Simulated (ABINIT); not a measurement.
A run of ABINIT 10.8.3 (patched build):

run.abi

```
# Datasets
ndtset 3

# Pseudopotentials
pp_dirpath "./"
pseudos "Si.upf, C.upf"

# Structure
acell 3.0813036276 3.0813036276 3.0813036276 Angstrom
rprim
     0.0000000000     0.7071067812     0.7071067812
     0.7071067812     0.0000000000     0.7071067812
     0.7071067812     0.7071067812     0.0000000000
ntypat 2
znucl 14 6
natom 2
typat 1 2
chkprim 0
chksymtnons 0
tolsym 1.0e-6
xred
            0.0            0.0            0.0
            3/4            3/4            3/4

# Plane-wave basis
ecut 37.0
ecutsm 0.5

# k points
ngkpt 4 4 4
nshiftk 4
shiftk
     0.5000000000     0.5000000000     0.5000000000
     0.5000000000     0.0000000000     0.0000000000
     0.0000000000     0.5000000000     0.0000000000
     0.0000000000     0.0000000000     0.5000000000

# Exchange and correlation
ixc -116133

# Bands and occupations
nband 4
occopt 1

# SCF cycle
nstep 80
diemac 6.0

# Output
prteig 0
prtebands 0
prtwf 0
prtden 0
prtpot 0

# Dataset 1: ground state
kptopt1 1
tolvrs1 1.0e-15
prtwf1 1

# Dataset 2: derivatives of the wave functions by k
iscf2 -3
rfelfd2 2
rfdir2 1 1 1
getwfk2 1
kptopt2 2
nqpt2 1
qpt2 0.0 0.0 0.0
tolwfr2 1.0e-18
prtwf2 1

# Dataset 3: response at q = 0 to electric field, atomic displacements, strain
rfelfd3 3
rfphon3 1
rfstrs3 3
rfatpol3 1 2
rfdir3 1 1 1
getwfk3 1
getddk3 2
kptopt3 2
nqpt3 1
qpt3 0.0 0.0 0.0
tolvrs3 1.0e-8
```

mrgddb.in

```
merged_DDB
SiC
2
runo_DS1_DDB
runo_DS3_DDB
```

File anaddb.abi:

```
ddb_filepath "merged_DDB"
output_file "anaddb.abo"
outdata_prefix "ana"
asr 1
chneut 1
dipdip 1
dieflag 3
enunit 0
elaflag 3
instrflag 1
piezoflag 3
eivec 1
nph1l 1
qph1l 0.0 0.0 0.0 1.0
nph2l 3
qph2l
  1.0 0.0 0.0 0.0
  0.0 1.0 0.0 0.0
  0.0 0.0 1.0 0.0
```

Potentials or basis: PseudoDojo NC SR PBEsol v0.4.1 standard.

The run is started by

```sh
$ abinit run.abi > log 2>&1
$ mrgddb < mrgddb.in > mrgddb.log 2>&1
$ anaddb anaddb.abi > anaddb.log 2>&1
```

Hardware: 1 thread of Arm Neoverse V1 (shared host).

Problem. How long does it take, and how much memory?

Solution. Wall time 2.1 min on 1 thread of Arm Neoverse V1 (shared host), peak memory 0.1 GiB. Counts: scf iterations 113, k points 10, bands 4, plane waves 1505.
